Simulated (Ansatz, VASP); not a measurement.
# C: VASP beside Ansatz

```
C
1.0
     1.24273    0.71749    3.38929
    -1.24273    0.71749    3.38929
     0.00000   -1.43498    3.38929
C
2
Cartesian
  0.0000 0.0000 1.5981
  0.0000 0.0000 8.5697
```

Change from the starting cell: mode 4 frozen in at -0.095 Å, equal normal strain along x, y and z +0.0083.

Alike in both runs: task single point; functional PBE; dispersion D3(BJ); k mesh 15 × 15 × 15; occupations gaussian, width 0.05 eV; no spin polarisation.

|  | VASP | Ansatz |
| --- | --- | --- |
| version | VASP 6.6.1 | Ansatz 0.2.0 |
| potentials or method | VASP PAW PBE potentials, release 64 (C) | scalar-relativistic, plane waves, PAW |
| plane-wave cutoff (eV) | 520 | 520 |
| valence electrons in the cell | 8 | 8 |

Ansatz gave:

* gap on the k mesh at the Fermi level (eV): 0.91
* least direct gap on the mesh (eV): 0.97
* pressure (GPa): -8.8
* largest component of the traceless stress (GPa): 2.40
* rms of the force components (eV/Å): 1.834

Q: What did VASP give for the same quantities?

A: gap on the k mesh at the Fermi level (eV): 0.91; least direct gap on the mesh (eV): 0.97; pressure (GPa): -8.4; largest component of the traceless stress (GPa): 1.92; rms of the force components (eV/Å): 1.827.

Atom by atom the forces differ by 0.007 eV/Å (rms over components).

Caveats: an odd mesh through Γ misses points on the zone boundary, where band edges often lie; forces of over 1 eV/Å show positions far from the minimum, so gaps and moduli don't describe the material at rest.
